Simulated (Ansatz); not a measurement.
# HfB2: pressure against volume, part 1 of 2

Aim: scale the cell of HfB2 up and down at fixed shape and fractional positions, and get the equilibrium volume and bulk modulus with LAPW, PAW and all-electron datasets made for the crystal.

Method: DFT PBE, scalar-relativistic, in Ansatz 0.2.0.

### Step 1. The structure to begin with

Symmetry: P6/mmm, No. 191, hexagonal system. Conventional cell: a = 3.140 Å, b = 3.140 Å, c = 3.480 Å, α = 90.00°, β = 90.00°, γ = 120.00°. Hf (site symmetry 6/mmm) is surrounded by 12 B at 2.51 Å. B (site symmetry -6m2) is surrounded by 3 B at 1.81 Å and 6 Hf at 2.51 Å.

Structure file:

```
CELL_PARAMETERS angstrom
3.14000 0.00000 0.00000
-1.57000 2.71932 0.00000
0.00000 0.00000 3.48000
ATOMIC_POSITIONS crystal
Hf 0.00000 0.00000 0.00000
B 0.33333 0.66667 0.50000
B 0.66667 0.33333 0.50000
```

Atoms are numbered in the order of the input: Hf1, B2, B3.

### Step 2. Volume × 0.96, LAPW

File input.yaml:

```yaml
crystal:
  lattice:
    - [3.0975624645, 0.0, 0.0]
    - [-1.5487812323, 2.682567784, 0.0]
    - [0.0, 0.0, 3.4329672075]
  atoms:
    - { symbol: Hf, position: [0.0, 0.0, 0.0] }
    - { symbol: B, position: [0.3333333333, 0.6666666667, 0.5] }
    - { symbol: B, position: [0.6666666667, 0.3333333333, 0.5] }
kpoints:
  mp_grid: { grid: [13, 13, 11] }
  band_path:
    path:
      - [0.0, 0.0, 0.0]
      - [0.5, 0.0, 0.0]
      - [0.3333333333, 0.3333333333, 0.0]
      - [0.0, 0.0, 0.0]
      - [0.0, 0.0, 0.5]
      - [0.5, 0.0, 0.5]
      - [0.3333333333, 0.3333333333, 0.5]
      - [0.0, 0.0, 0.5]
      - [0.5, 0.0, 0.5]
    npoints: 5
scf:
  occupations: { method: fermi_dirac, width: 0.05 }
hamiltonian:
  xc: pbe
  pseudopotentials: { kind: all_electron, lapw: { basis_error: 0.0005 } }
output:
  forces: true
  stress: true
  eigenvalues: true
```

The run is started by

```
ansatz run input.yaml --threads 1 --pin off --max-ram 6144MiB --backend cpu --events-out ev --progress --plain --runs-dir out
```

What it wrote (excerpt; [...] marks lines left out):

```text
LAPW: plane waves up to 9.220 Å⁻¹, error target 5.0e-4 eV per atom; small_component_spin mean_spin; B in spheres of 0.894 Å, 5 of its electrons in bands, Dirac shells []; Hf in spheres of 1.373 Å, 42 of its electrons in bands, Dirac shells []
[...]
Pseudopotentials: kind: all_electron
Pseudopotential: Hf, LAPW, valence charge 42, Koelling and Harmon's equation, gaussian nucleus
Pseudopotential: B, LAPW, valence charge 5, Koelling and Harmon's equation, gaussian nucleus
Functional definition: PBE
[...]
Crystal: 3 atoms, lattice volume = 28.526 Å³
Basis set: ecut = 323.9066069429847 eV, 389 PW (Γ), exchange–correlation at level 2
Bands: 32, of which v1, the nominal top of the filled ones, is band 26 counted from 1 (25 counted from 0)
Symmetry: 24 space group operations
Space group: P6/mmm (ITA 191), of the structure as read, at distance tolerance 3.1e-5 Å
k-points: 126 of 1859
[...]
SCF iter   1: F=—  HF=-411606.969842 eV  |F-HF|=—  |Δ(HF+E_count)|=         —  Δρ=7.96e-2  dr2=3.34e0  ethr=6.43e-3  ⟨swp⟩=2.0  Hψ=25096  notcnv=0
[...]
the basis was enlarged: its passes take 420.4 KiB over the memory plan, 1 of 1 planned eigensolver slots
[...]
SCF iter   9: F=-411605.598149 eV  HF=-411605.598149 eV  |F-HF|=9.31e-10  |Δ(HF+E_count)|=   9.69e-8  Δρ=1.20e-5  dr2=3.21e-8  ethr=1.18e-9  ⟨swp⟩=2.1  Hψ=11505  notcnv=0
[...]
NSCF: frozen V_eff on 41 k-points
SCF converged after 9 iterations
Free energy (F): -411605.598149 eV
[...]
E sigma→0 (E₀):  -411605.597400 eV
Entropy (-TS):   -0.001498 eV (-0.499 meV/atom)
Fermi energy:    21.872754 eV
[...]
--- Forces (eV/Å), atoms counted from 1 ---
  atom   1  Hf     0.00000000     0.00000000     0.00000000
  atom   2  B      0.00000000    -0.00000000     0.00000000
  atom   3  B     -0.00000000     0.00000000     0.00000000
[...]
--- Stress (GPa, compression-positive) ---
       13.100694      -0.000000       0.000000
       -0.000000      13.100694       0.000000
        0.000000       0.000000      11.893507
  P = ⅓ Tr σ = 12.6983 GPa (126.983 kbar)
--- Band table (eV; the first three rows and the last of 126) ---
[...]
```

Wall time 27 s (1 thread of Intel Xeon Platinum 8488C (Sapphire Rapids), shared host); peak memory 0.58 GiB.

In short: pressure 12.70 GPa; no gap.

### Step 3. Volume × 0.96, PAW

File input.yaml:

```yaml
crystal:
  lattice:
    - [3.0975624645, 0.0, 0.0]
    - [-1.5487812323, 2.682567784, 0.0]
    - [0.0, 0.0, 3.4329672075]
  atoms:
    - { symbol: Hf, position: [0.0, 0.0, 0.0] }
    - { symbol: B, position: [0.3333333333, 0.6666666667, 0.5] }
    - { symbol: B, position: [0.6666666667, 0.3333333333, 0.5] }
kpoints:
  mp_grid: { grid: [13, 13, 11] }
scf:
  occupations: { method: fermi_dirac, width: 0.05 }
hamiltonian:
  xc: pbe
  pseudopotentials: { kind: paw }
output:
  forces: true
  stress: true
  eigenvalues: true
  efg: { contact_densities: true }
```

The run is started by

```
ansatz run input.yaml --threads 1 --pin off --max-ram 6144MiB --backend cpu --events-out ev --progress --plain --runs-dir out
```

What it wrote (excerpt; [...] marks lines left out):

```text
Hf: output.efg is read without spin–orbit coupling, which moves field gradients at and beside such atoms by some per cent and up to a factor of two; PAW files take it under magnetization.noncollinear and magnetization.spin_orbit
[...]
Pseudopotentials: kind: paw
Pseudopotential: Hf, paw, valence charge 26, recommended cutoff 420 eV (normal)
Pseudopotential: B, paw, valence charge 3, recommended cutoff 420 eV (normal)
[... 1 set-up line as earlier in the session ...]
[...]
Crystal: 3 atoms, lattice volume = 28.526 Å³
Basis set: ecut = 420 eV, 563 PW (Γ), exchange–correlation on 48×48×48 points (8 copies of the dense FFT grid, shifted against one another)
Bands: 20, of which v1, the nominal top of the filled ones, is band 16 counted from 1 (15 counted from 0)
[... 2 set-up lines as earlier in the session ...]
k-points: 126 of 1859
[...]
       13.033049      -0.000000       0.000000
        0.000000      13.033049       0.000000
        0.000000       0.000000      11.735669
  P = ⅓ Tr σ = 12.6006 GPa (126.006 kbar)
--- PAW observables at the nuclei: V_zz in 10²¹ V/m², potentials from the cell's mean, atoms counted from 1 ---
  atom   1  Hf V_zz =   +10.699888   η = 0.0000   by run symmetry: allowed
            electrostatic potential = -14185.377598 V   contact ρ = 7528556.618098 e/Å³
  atom   2  B  V_zz =    +0.038388   η = 0.0000   by run symmetry: allowed
            electrostatic potential = -337.276010 V   contact ρ = 486.045232 e/Å³
  atom   3  B  V_zz =    +0.038388   η = 0.0000   by run symmetry: allowed
            electrostatic potential = -337.276010 V   contact ρ = 486.045232 e/Å³
--- Band table (eV; the first three rows and the last of 126) ---
  k-point 0: bands = ["-40.2768", "-9.1800", "-8.6416", "-8.6416", "7.3862", "9.7566", "9.7747", "9.7939", "9.7939", "9.7966", "9.7966", "9.9000", "18.2503", "18.3677", "18.3677", "18.6491", "25.5724", "25.5724", "26.2181", "26.2181"]
[...]
```

It took 4.8 s on 1 thread of Intel Xeon Platinum 8488C (Sapphire Rapids), shared host; peak memory 0.46 GiB.

This run gives: pressure 12.60 GPa; no gap; Vzz Hf1 10.70 (η = 0.00), B2 0.04 (η = 0.00) (10²¹ V/m²).

### Step 4. Volume × 0.96, crystal datasets

input.yaml: that of step 3 with these lines changed.

```diff
@@ -15,3 +15,3 @@
   xc: pbe
-  pseudopotentials: { kind: paw }
+  pseudopotentials: { kind: all_electron, datasets: crystal }
 output:
```

The run is started by

```
ansatz run input.yaml --threads 1 --pin off --max-ram 6144MiB --backend cpu --events-out ev --progress --plain --runs-dir out
```

What it wrote (excerpt; [...] marks lines left out):

```text
[...]
Hf: output.efg is read without spin–orbit coupling, which moves field gradients at and beside such atoms by some per cent and up to a factor of two; PAW files take it under magnetization.noncollinear and magnetization.spin_orbit
[...]
[... 1 set-up line as earlier in the session ...]
Pseudopotential: Hf, paw, valence charge 26, recommended cutoff 420 eV (normal), Koelling and Harmon's equation, gaussian nucleus
Pseudopotential: B, paw, valence charge 3, recommended cutoff 420 eV (normal), Koelling and Harmon's equation, gaussian nucleus
[... 1 set-up line as earlier in the session ...]
[...]
Crystal: 3 atoms, lattice volume = 28.526 Å³
Basis set: ecut = 420 eV, 563 PW (Γ), exchange–correlation on 48×48×48 points (8 copies of the dense FFT grid, shifted against one another)
Bands: 20, of which v1, the nominal top of the filled ones, is band 16 counted from 1 (15 counted from 0)
[... 1 set-up line as earlier in the session ...]
[...]
       13.099991      -0.000000       0.000000
       -0.000000      13.099991       0.000000
        0.000000       0.000000      11.894120
  P = ⅓ Tr σ = 12.6980 GPa (126.980 kbar)
--- PAW observables at the nuclei: V_zz in 10²¹ V/m², potentials from the cell's mean, atoms counted from 1 ---
  atom   1  Hf V_zz =   +11.152018   η = 0.0000   by run symmetry: allowed
            electrostatic potential = -14185.387970 V   contact ρ = 7525151.931087 e/Å³
  atom   2  B  V_zz =    +0.066694   η = 0.0000   by run symmetry: allowed
            electrostatic potential = -337.302899 V   contact ρ = 486.067434 e/Å³
  atom   3  B  V_zz =    +0.066694   η = 0.0000   by run symmetry: allowed
            electrostatic potential = -337.302899 V   contact ρ = 486.067434 e/Å³
--- Band table (eV; the first three rows and the last of 126) ---
  k-point 0: bands = ["-39.8716", "-8.7698", "-8.2358", "-8.2358", "7.7944", "10.1678", "10.1810", "10.2046", "10.2046", "10.2059", "10.2059", "10.3062", "18.6570", "18.7717", "18.7717", "19.0572", "25.9821", "25.9821"]
[...]
```

It took 26 s on 1 thread of Intel Xeon Platinum 8488C (Sapphire Rapids), shared host; peak memory 0.75 GiB.

Result: pressure 12.70 GPa; no gap; Vzz Hf1 11.15 (η = 0.00), B2 0.07 (η = 0.00) (10²¹ V/m²).

### Step 5. Volume × 0.99, LAPW

File input.yaml:

```yaml
crystal:
  lattice:
    - [3.1294983495, 0.0, 0.0]
    - [-1.5647491748, 2.7102250717, 0.0]
    - [0.0, 0.0, 3.4683611171]
  atoms:
    - { symbol: Hf, position: [0.0, 0.0, 0.0] }
    - { symbol: B, position: [0.3333333333, 0.6666666667, 0.5] }
    - { symbol: B, position: [0.6666666667, 0.3333333333, 0.5] }
kpoints:
  mp_grid: { grid: [13, 13, 11] }
  band_path:
    path:
      - [0.0, 0.0, 0.0]
      - [0.5, 0.0, 0.0]
      - [0.3333333333, 0.3333333333, 0.0]
      - [0.0, 0.0, 0.0]
      - [0.0, 0.0, 0.5]
      - [0.5, 0.0, 0.5]
      - [0.3333333333, 0.3333333333, 0.5]
      - [0.0, 0.0, 0.5]
      - [0.5, 0.0, 0.5]
    npoints: 5
scf:
  occupations: { method: fermi_dirac, width: 0.05 }
hamiltonian:
  xc: pbe
  pseudopotentials: { kind: all_electron, lapw: { basis_error: 0.0005 } }
output:
  forces: true
  stress: true
  eigenvalues: true
```

The run is started by

```
ansatz run input.yaml --threads 1 --pin off --max-ram 6144MiB --backend cpu --events-out ev --progress --plain --runs-dir out
```

What it wrote (excerpt; [...] marks lines left out):

```text
LAPW: plane waves up to 9.123 Å⁻¹, error target 5.0e-4 eV per atom; small_component_spin mean_spin; B in spheres of 0.903 Å, 5 of its electrons in bands, Dirac shells []; Hf in spheres of 1.385 Å, 42 of its electrons in bands, Dirac shells []
[...]
[... 4 set-up lines as earlier in the session ...]
[...]
Crystal: 3 atoms, lattice volume = 29.417 Å³
Basis set: ecut = 317.10548072090756 eV, 389 PW (Γ), exchange–correlation at level 2
Bands: 32, of which v1, the nominal top of the filled ones, is band 26 counted from 1 (25 counted from 0)
[... 2 set-up lines as earlier in the session ...]
k-points: 126 of 1859
[...]
the basis was enlarged: its passes take 389.1 KiB over the memory plan, 1 of 1 planned eigensolver slots
[...]
SCF iter   9: F=-411605.644128 eV  HF=-411605.644128 eV  |F-HF|=4.66e-10  |Δ(HF+E_count)|=   1.04e-7  Δρ=1.18e-5  dr2=3.36e-8  ethr=1.24e-9  ⟨swp⟩=2.2  Hψ=11514  notcnv=0
[...]
NSCF: frozen V_eff on 41 k-points
SCF converged after 9 iterations
Free energy (F): -411605.644128 eV
[...]
E sigma→0 (E₀):  -411605.643330 eV
Entropy (-TS):   -0.001596 eV (-0.532 meV/atom)
Fermi energy:    21.209093 eV
[...]
--- Forces (eV/Å), atoms counted from 1 ---
  atom   1  Hf     0.00000000     0.00000000     0.00000000
  atom   2  B      0.00000000     0.00000000     0.00000000
  atom   3  B     -0.00000000     0.00000000    -0.00000000
[...]
--- Stress (GPa, compression-positive) ---
        4.121865       0.000000       0.000000
        0.000000       4.121865      -0.000000
        0.000000      -0.000000       3.888663
  P = ⅓ Tr σ = 4.0441 GPa (40.441 kbar)
--- Band table (eV; the first three rows and the last of 126) ---
[...]
```

It took 32 s on 1 thread of Intel Xeon Platinum 8488C (Sapphire Rapids), shared host; peak memory 0.59 GiB.

Result: pressure 4.04 GPa; no gap.

### Step 6. Volume × 0.99, PAW

File input.yaml:

```yaml
crystal:
  lattice:
    - [3.1294983495, 0.0, 0.0]
    - [-1.5647491748, 2.7102250717, 0.0]
    - [0.0, 0.0, 3.4683611171]
  atoms:
    - { symbol: Hf, position: [0.0, 0.0, 0.0] }
    - { symbol: B, position: [0.3333333333, 0.6666666667, 0.5] }
    - { symbol: B, position: [0.6666666667, 0.3333333333, 0.5] }
kpoints:
  mp_grid: { grid: [13, 13, 11] }
scf:
  occupations: { method: fermi_dirac, width: 0.05 }
hamiltonian:
  xc: pbe
  pseudopotentials: { kind: paw }
output:
  forces: true
  stress: true
  eigenvalues: true
  efg: { contact_densities: true }
```

The run is started by

```
ansatz run input.yaml --threads 1 --pin off --max-ram 6144MiB --backend cpu --events-out ev --progress --plain --runs-dir out
```

What it wrote (excerpt; [...] marks lines left out):

```text
Hf: output.efg is read without spin–orbit coupling, which moves field gradients at and beside such atoms by some per cent and up to a factor of two; PAW files take it under magnetization.noncollinear and magnetization.spin_orbit
[...]
[... 4 set-up lines as earlier in the session ...]
[...]
Crystal: 3 atoms, lattice volume = 29.417 Å³
Basis set: ecut = 420 eV, 563 PW (Γ), exchange–correlation on 48×48×48 points (8 copies of the dense FFT grid, shifted against one another)
Bands: 20, of which v1, the nominal top of the filled ones, is band 16 counted from 1 (15 counted from 0)
[... 2 set-up lines as earlier in the session ...]
k-points: 126 of 1859
[...]
        4.063489       0.000000       0.000000
        0.000000       4.063489      -0.000000
        0.000000      -0.000000       3.743283
  P = ⅓ Tr σ = 3.9568 GPa (39.568 kbar)
--- PAW observables at the nuclei: V_zz in 10²¹ V/m², potentials from the cell's mean, atoms counted from 1 ---
  atom   1  Hf V_zz =   +10.575763   η = 0.0000   by run symmetry: allowed
            electrostatic potential = -14184.582455 V   contact ρ = 7528550.543654 e/Å³
  atom   2  B  V_zz =    +0.040891   η = 0.0000   by run symmetry: allowed
            electrostatic potential = -336.441784 V   contact ρ = 485.985833 e/Å³
  atom   3  B  V_zz =    +0.040891   η = 0.0000   by run symmetry: allowed
            electrostatic potential = -336.441784 V   contact ρ = 485.985833 e/Å³
--- Band table (eV; the first three rows and the last of 126) ---
  k-point 0: bands = ["-41.0313", "-9.9086", "-9.4118", "-9.4118", "6.9114", "8.9955", "9.0156", "9.0292", "9.0292", "9.0327", "9.0327", "9.1291", "17.6815", "17.7850", "17.7850", "17.9822", "24.7715", "24.7715", "25.4041", "25.4041"]
[...]
```

Run time: 5 s. Hardware: 1 thread of Intel Xeon Platinum 8488C (Sapphire Rapids), shared host; peak memory 0.48 GiB.

In short: pressure 3.96 GPa; no gap; Vzz Hf1 10.58 (η = 0.00), B2 0.04 (η = 0.00) (10²¹ V/m²).

### Step 7. Volume × 0.99, crystal datasets

input.yaml: that of step 6 with these lines changed.

```diff
@@ -15,3 +15,3 @@
   xc: pbe
-  pseudopotentials: { kind: paw }
+  pseudopotentials: { kind: all_electron, datasets: crystal }
 output:
```

The run is started by

```
ansatz run input.yaml --threads 1 --pin off --max-ram 6144MiB --backend cpu --events-out ev --progress --plain --runs-dir out
```

What it wrote (excerpt; [...] marks lines left out):

```text
[...]
Hf: output.efg is read without spin–orbit coupling, which moves field gradients at and beside such atoms by some per cent and up to a factor of two; PAW files take it under magnetization.noncollinear and magnetization.spin_orbit
[...]
[... 1 set-up line as earlier in the session ...]
Pseudopotential: Hf, paw, valence charge 26, recommended cutoff 400 eV (normal), Koelling and Harmon's equation, gaussian nucleus
Pseudopotential: B, paw, valence charge 3, recommended cutoff 400 eV (normal), Koelling and Harmon's equation, gaussian nucleus
[... 1 set-up line as earlier in the session ...]
[...]
Crystal: 3 atoms, lattice volume = 29.417 Å³
Basis set: ecut = 400 eV, 539 PW (Γ), exchange–correlation on 48×48×48 points (8 copies of the dense FFT grid, shifted against one another)
Bands: 20, of which v1, the nominal top of the filled ones, is band 16 counted from 1 (15 counted from 0)
[... 1 set-up line as earlier in the session ...]
[...]
--- Stress (GPa, compression-positive) ---
        4.121430       0.000000       0.000000
        0.000000       4.121430      -0.000000
        0.000000      -0.000000       3.890327
  P = ⅓ Tr σ = 4.0444 GPa (40.444 kbar)
--- PAW observables at the nuclei: V_zz in 10²¹ V/m², potentials from the cell's mean, atoms counted from 1 ---
  atom   1  Hf V_zz =   +10.979752   η = 0.0000   by run symmetry: allowed
            electrostatic potential = -14184.586374 V   contact ρ = 7525145.863501 e/Å³
  atom   2  B  V_zz =    +0.068054   η = 0.0000   by run symmetry: allowed
            electrostatic potential = -336.485393 V   contact ρ = 486.008053 e/Å³
  atom   3  B  V_zz =    +0.068054   η = 0.0000   by run symmetry: allowed
            electrostatic potential = -336.485393 V   contact ρ = 486.008053 e/Å³
--- Band table (eV; the first three rows and the last of 126) ---
  k-point 0: bands = ["-40.6397", "-9.5118", "-9.0193", "-9.0193", "7.3065", "9.3919", "9.4071", "9.4251", "9.4251", "9.4272", "9.4272", "9.5205", "18.0752", "18.1760", "18.1760", "18.3769", "25.1680", "25.1680"]
[...]
```

Run time: 21 s. Hardware: 1 thread of Intel Xeon Platinum 8488C (Sapphire Rapids), shared host; peak memory 0.73 GiB.

Result: pressure 4.04 GPa; no gap; Vzz Hf1 10.98 (η = 0.00), B2 0.07 (η = 0.00) (10²¹ V/m²).

### Step 8. Volume × 1.02, LAPW

File input.yaml:

```yaml
crystal:
  lattice:
    - [3.1607954092, 0.0, 0.0]
    - [-1.5803977046, 2.7373291205, 0.0]
    - [0.0, 0.0, 3.5030470293]
  atoms:
    - { symbol: Hf, position: [0.0, 0.0, 0.0] }
    - { symbol: B, position: [0.3333333333, 0.6666666667, 0.5] }
    - { symbol: B, position: [0.6666666667, 0.3333333333, 0.5] }
kpoints:
  mp_grid: { grid: [13, 13, 11] }
  band_path:
    path:
      - [0.0, 0.0, 0.0]
      - [0.5, 0.0, 0.0]
      - [0.3333333333, 0.3333333333, 0.0]
      - [0.0, 0.0, 0.0]
      - [0.0, 0.0, 0.5]
      - [0.5, 0.0, 0.5]
      - [0.3333333333, 0.3333333333, 0.5]
      - [0.0, 0.0, 0.5]
      - [0.5, 0.0, 0.5]
    npoints: 5
scf:
  occupations: { method: fermi_dirac, width: 0.05 }
hamiltonian:
  xc: pbe
  pseudopotentials: { kind: all_electron, lapw: { basis_error: 0.0005 } }
output:
  forces: true
  stress: true
  eigenvalues: true
```

The run is started by

```
ansatz run input.yaml --threads 1 --pin off --max-ram 6144MiB --backend cpu --events-out ev --progress --plain --runs-dir out
```

What it wrote (excerpt; [...] marks lines left out):

```text
LAPW: plane waves up to 9.030 Å⁻¹, error target 5.0e-4 eV per atom; small_component_spin mean_spin; B in spheres of 0.912 Å, 5 of its electrons in bands, Dirac shells []; Hf in spheres of 1.396 Å, 42 of its electrons in bands, Dirac shells []
[...]
[... 4 set-up lines as earlier in the session ...]
[...]
Crystal: 3 atoms, lattice volume = 30.309 Å³
Basis set: ecut = 310.689738712059 eV, 389 PW (Γ), exchange–correlation at level 2
Bands: 32, of which v1, the nominal top of the filled ones, is band 26 counted from 1 (25 counted from 0)
[... 2 set-up lines as earlier in the session ...]
k-points: 126 of 1859
[...]
the basis was enlarged: its passes take 390.3 KiB over the memory plan, 1 of 1 planned eigensolver slots
[...]
SCF iter   9: F=-411605.645297 eV  HF=-411605.645297 eV  |F-HF|=2.91e-10  |Δ(HF+E_count)|=   1.10e-7  Δρ=1.17e-5  dr2=3.55e-8  ethr=1.29e-9  ⟨swp⟩=2.3  Hψ=11521  notcnv=0
[...]
NSCF: frozen V_eff on 41 k-points
SCF converged after 9 iterations
Free energy (F): -411605.645297 eV
[...]
E sigma→0 (E₀):  -411605.644451 eV
Entropy (-TS):   -0.001693 eV (-0.564 meV/atom)
Fermi energy:    20.580340 eV
[...]
--- Forces (eV/Å), atoms counted from 1 ---
  atom   1  Hf     0.00000000    -0.00000000     0.00000000
  atom   2  B      0.00000000    -0.00000000     0.00000000
  atom   3  B      0.00000000     0.00000000     0.00000000
[...]
--- Stress (GPa, compression-positive) ---
       -3.666126       0.000000       0.000000
        0.000000      -3.666126       0.000000
        0.000000       0.000000      -2.983976
  P = ⅓ Tr σ = -3.4387 GPa (-34.387 kbar)
--- Band table (eV; the first three rows and the last of 126) ---
[...]
```

Run time: 29 s. Hardware: 1 thread of Intel Xeon Platinum 8488C (Sapphire Rapids), shared host; peak memory 0.59 GiB.

Read from it: pressure -3.44 GPa; no gap.

(Continued in part 2 of 2.)
